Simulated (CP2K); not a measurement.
# TaN (Fm-3m) in CP2K: a series of runs, part 2 of 2

CP2K 2026.2.

## Step 4: Single point, PBEsol

The input, tan_scf.inp:

```
&GLOBAL
  PROJECT tan_scf
  RUN_TYPE ENERGY_FORCE
  PRINT_LEVEL LOW
&END GLOBAL
&FORCE_EVAL
  METHOD QS
  STRESS_TENSOR ANALYTICAL
  &DFT
    BASIS_SET_FILE_NAME BASIS_MOLOPT_UZH
    POTENTIAL_FILE_NAME POTENTIAL_UZH
    &MGRID
      CUTOFF 675
      REL_CUTOFF 60
      NGRIDS 4
    &END MGRID
    &QS
      METHOD GPW
      EPS_DEFAULT 1.0E-9
    &END QS
    &KPOINTS
      SCHEME MONKHORST-PACK 10 10 10
      GAMMA_CENTERED T
      SYMMETRY T
      SYMMETRY_BACKEND SPGLIB
    &END KPOINTS
    &SCF
      SCF_GUESS ATOMIC
      EPS_SCF 1.0E-6
      MAX_SCF 100
      ADDED_MOS 13
      CHOLESKY OFF
      EPS_EIGVAL 1.0E-7
      &DIAGONALIZATION ON
        ALGORITHM STANDARD
      &END DIAGONALIZATION
      &MIXING ON
        METHOD BROYDEN_MIXING
        ALPHA 0.4
        BETA 1.5
        NBUFFER 8
      &END MIXING
      &SMEAR ON
        METHOD FERMI_DIRAC
        ELECTRONIC_TEMPERATURE [K] 580.226
      &END SMEAR
    &END SCF
    &XC
      &XC_FUNCTIONAL
        &GGA_X_PBE_SOL
        &END GGA_X_PBE_SOL
        &GGA_C_PBE_SOL
        &END GGA_C_PBE_SOL
      &END XC_FUNCTIONAL
    &END XC
    &PRINT
      &KPOINTS ON
      &END KPOINTS
      &MULLIKEN ON
      &END MULLIKEN
      &MO ON
        ENERGIES T
        OCCUPATION_NUMBERS T
        &EACH
          QS_SCF 0
        &END EACH
        ADD_LAST NUMERIC
      &END MO
      &LOWDIN ON
      &END LOWDIN
      &HIRSHFELD ON
        SHAPE_FUNCTION DENSITY
      &END HIRSHFELD
    &END PRINT
  &END DFT
  &SUBSYS
    &CELL
      ABC 3.1272829774 3.1272829774 3.1272829774
      ALPHA_BETA_GAMMA 59.9999999998 59.9999999996 59.9999999995
      PERIODIC XYZ
    &END CELL
    &COORD
      SCALED
      Ta  0.5000000000 0.5000000000 0.5000000000
      N   0.0000000000 0.0000000000 0.0000000000
    &END COORD
    &KIND Ta
      BASIS_SET TZVP-MOLOPT-PBE-GTH-q13
      POTENTIAL GTH-PBE-q13
    &END KIND
    &KIND N
      BASIS_SET TZVP-MOLOPT-PBE-GTH-q5
      POTENTIAL GTH-PBE-q5
    &END KIND
    &PRINT
      &ATOMIC_COORDINATES ON
      &END ATOMIC_COORDINATES
      &CELL ON
      &END CELL
    &END PRINT
  &END SUBSYS
  &PRINT
    &FORCES ON
    &END FORCES
    &STRESS_TENSOR ON
    &END STRESS_TENSOR
  &END PRINT
&END FORCE_EVAL
```

Potentials or basis: POTENTIAL_UZH Ta GTH-PBE-q13, N GTH-PBE-q5; TZVP-MOLOPT-PBE-GTH basis.

On the command line:

```console
$ OMP_NUM_THREADS=1 cp2k.psmp -i tan_scf.inp -o tan_scf.out
```

tan_scf.out:

```text

 CP2K| version string:                                       CP2K version 2026.2
 CP2K| Input file name                                               tan_scf.inp

 GLOBAL| Force Environment number                                              1
 GLOBAL| Basis set file name                                    BASIS_MOLOPT_UZH
 GLOBAL| Potential file name                                       POTENTIAL_UZH
 GLOBAL| MM Potential file name                                     MM_POTENTIAL
 GLOBAL| Coordinate file name                                      __STD_INPUT__
 GLOBAL| Method name                                                        CP2K
 GLOBAL| Project name                                                    tan_scf
 GLOBAL| Run type                                                   ENERGY_FORCE
 GLOBAL| FFT library                                                       FFTW3
[... 8 lines left out ...]
 GLOBAL| CPU model name                                                  UNKNOWN

 CELL| Volume [angstrom^3]:                                            21.626515
 CELL| Vector a [angstrom]:       3.127     0.000     0.000   |a| =     3.127283
 CELL| Vector b [angstrom]:       1.564     2.708     0.000   |b| =     3.127283
 CELL| Vector c [angstrom]:       1.564     0.903     2.553   |c| =     3.127283
 CELL| Angle (b,c), alpha [degree]:                                    60.000000
 CELL| Angle (a,c), beta  [degree]:                                    60.000000
 CELL| Angle (a,b), gamma [degree]:                                    60.000000
 CELL| Numerically orthorhombic:                                              NO
 CELL| Periodicity                                                           XYZ

 CELL_REF| Volume [angstrom^3]:                                        21.626515
 CELL_REF| Vector a [angstrom     3.127     0.000     0.000   |a| =     3.127283
 CELL_REF| Vector b [angstrom     1.564     2.708     0.000   |b| =     3.127283
 CELL_REF| Vector c [angstrom     1.564     0.903     2.553   |c| =     3.127283
 CELL_REF| Angle (b,c), alpha [degree]:                                60.000000
 CELL_REF| Angle (a,c), beta  [degree]:                                60.000000
 CELL_REF| Angle (a,b), gamma [degree]:                                60.000000
 CELL_REF| Numerically orthorhombic:                                          NO
 CELL_REF| Periodicity                                                       XYZ
[... 12 lines left out ...]
                             - Atoms:                                          2
                             - Shell sets:                                     2
                             - Shells:                                        18
                             - Primitive Cartesian functions:                 11
                             - Cartesian basis functions:                     59
[... 141 lines left out ...]
 MO|      3              -0.722952             -19.672515               2.000000
 MO|      4              -0.722952             -19.672515               2.000000
 MO|      5              -0.001536              -0.041792               2.000000
 MO|      6               0.232753               6.333536               2.000000
[... 384 lines left out ...]
 MO|     21               1.669161              45.420181               0.000000
 MO|     22               1.709810              46.526285               0.000000
 MO| Sum:                                                              18.000000
 MO| E(Fermi):            0.591226 a.u.         16.088090 eV
 MO| Band gap:            0.215363 a.u.          5.860336 eV

 [... the levels of further k-points ...]

 !-----------------------------------------------------------------------------!
                     Mulliken Population Analysis

 #  Atom  Element  Kind  Atomic population                           Net charge
       1     Ta       1         11.564013                              1.435987
       2     N        2          6.435987                             -1.435987
 # Total charge                             18.000000                 -0.000000

 !-----------------------------------------------------------------------------!

 !-----------------------------------------------------------------------------!
                           Hirshfeld Charges

  #Atom  Element  Kind  Ref Charge     Population                    Net charge
      1       Ta     1      13.000         12.704                         0.296
      2       N      2       5.000          5.296                        -0.296

  Total Charge                                                           -0.000
 !-----------------------------------------------------------------------------!

 LOWDIN POPULATION ANALYSIS

 #  Atom  Element  Kind  Atomic population                           Net charge
       1     Ta       1         13.240891                             -0.240891
       2     N        2          4.759109                              0.240891
 # Total charge                             18.000000                  0.000000

 ENERGY| Total FORCE_EVAL ( QS ) energy [hartree]            -68.105891672058164

 FORCES| Atomic forces [hartree/bohr]
 FORCES|   Atom     x               y               z               |f|
 FORCES|      1 -6.66258272E-13  1.40890361E-14 -5.75778355E-14   6.68889971E-13
 FORCES|      2 -7.64174146E-15  6.50659364E-15 -7.38234547E-16   1.00636456E-14
 FORCES| Sum    -6.73900014E-13  2.05956298E-14 -5.83160701E-14
 FORCES| Total atomic force                                       6.76731980E-13

 STRESS| Analytical stress tensor [bar]
 STRESS|                        x                   y                   z
 STRESS|      x       -1.32263701490E+05   3.06387143149E-02   2.19435098034E-02
 STRESS|      y        3.06387143149E-02  -1.32259786992E+05  -6.45934535804E-01
 STRESS|      z        2.19435098034E-02  -6.45934535804E-01  -1.32259739569E+05
 STRESS| 1/3 Trace                                            -1.32261076017E+05
 STRESS| Determinant                                          -2.31364197425E+15

 STRESS| Eigenvectors and eigenvalues of the analytical stress tensor [bar]
 STRESS|                        1                   2                   3
 STRESS| Eigenvalues  -1.32263701919E+05  -1.32260409228E+05  -1.32259116905E+05
 STRESS|      x           0.999935158270      0.011325081806     -0.001192382961
 STRESS|      y          -0.008980848736      0.719880447914     -0.694039973681
 STRESS|      z          -0.007001686299      0.694005679540      0.719935478467
```

It took 84 s on 1 thread of Arm Neoverse V1, shared host; peak memory 0.37 GiB.

What came out:

```yaml
Free_energy: -1853.2556 eV
Pressure: -13.2 GPa
Band_gap_on_the_k_mesh: none (metal or under the smearing width)
Mulliken_charges: Ta +1.44; N -1.44 e
Hirshfeld_charges: Ta +0.30; N -0.30 e
```

Caveat: Mulliken charges move with the basis; the potentials were made for another functional, which shifts forces and pressure; the basis of atomic orbitals isn't converged, which shifts pressures, moduli and gaps.

## Step 5: Single point, WC

Edit tan_scf.inp of step 4 so:

```diff
@@ -49,6 +49,6 @@
       &XC_FUNCTIONAL
-        &GGA_X_PBE_SOL
-        &END GGA_X_PBE_SOL
-        &GGA_C_PBE_SOL
-        &END GGA_C_PBE_SOL
+        &GGA_X_WC
+        &END GGA_X_WC
+        &GGA_C_PBE
+        &END GGA_C_PBE
       &END XC_FUNCTIONAL
```

On the command line:

```console
$ OMP_NUM_THREADS=1 cp2k.psmp -i tan_scf.inp -o tan_scf.out
```

It took 85 s on 1 thread of Arm Neoverse V1, shared host; peak memory 0.37 GiB.

Results (log left out):

- Free energy: -1854.6328 eV
- Pressure: -11.7 GPa
- Band gap on the k mesh: none (metal or under the smearing width)
- Mulliken charges: Ta +1.42; N -1.42 e
- Hirshfeld charges: Ta +0.30; N -0.30 e

Levels at points of the mesh, in eV from the Fermi level:
| k point | band 7 | band 8 | band 9 | band 10 | band 11 | band 12 |
| --- | --- | --- | --- | --- | --- | --- |
| (0.00, 0.00, 0.00) | -3.88 | -3.88 | -2.06 | -2.06 | -2.06 | 0.07 |
| (0.00, 0.00, 0.50) | -7.46 | -7.46 | 1.90 | 1.90 | 1.99 | 3.62 |
| (0.00, 0.50, 0.50) | -5.37 | -4.65 | -4.65 | 2.09 | 3.51 | 3.51 |

Caveat: Mulliken charges move with the basis; the potentials were made for another functional, which shifts forces and pressure; the basis of atomic orbitals isn't converged, which shifts pressures, moduli and gaps.

## Step 6: The runs side by side

```csv
level,gap on the mesh (eV),pressure (GPa)
PBE,none,-5.8
LDA,none,-16.6
PBEsol,none,-13.2
WC,none,-11.7
```

Alike in all rows: task single point; potentials or basis POTENTIAL_UZH Ta GTH-PBE-q13, N GTH-PBE-q5; TZVP-MOLOPT-PBE-GTH basis; no spin polarisation; cell as given; k mesh 10 × 10 × 10; smearing fermi-dirac 0.05 eV.

Caveats: the basis of atomic orbitals isn't converged, which shifts pressures, moduli and gaps; the potentials were made for another functional, which shifts forces and pressure (some runs).

Total energies depend on the potentials used, so only differences within one code and one set of settings carry meaning.
